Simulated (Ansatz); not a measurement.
# BiTe (Fm-3m), zone-centre modes

Level of theory: DFT PBEsol, scalar-relativistic, plane waves, PAW in Ansatz 0.2.0. Settings: plane waves to 420 eV, k-mesh 16×16×16 (Γ-centred), Gaussian smearing 0.15 eV. Spin–orbit coupling is left out, which can shift energies with elements as heavy as these. No spin polarisation.

The undisturbed cell (relaxed at this level; it needn't be the usual structure):

```
Bi Te
1.0
     0.00000    3.19715    3.19715
     3.19715    0.00000    3.19715
     3.19715    3.19715    0.00000
Bi Te
1 1
Direct
  0.00000 0.00000 0.00000
  0.50000 0.50000 0.50000
```

Harmonic modes by finite displacements of 0.02 Å, without the LO–TO term.

Problem. At this geometry, is the structure stable against these modes?

Solution. Yes: no mode is imaginary beyond 10 cm⁻¹, and only the three translations lie near zero.

Problem. List the wavenumbers in cm⁻¹.

Solution. 0, 0, 0, 101, 101, 101.

Cost: 1 run of about 0.82 core-minutes, on Intel Xeon 6975P-C (Granite Rapids) (shared hosts).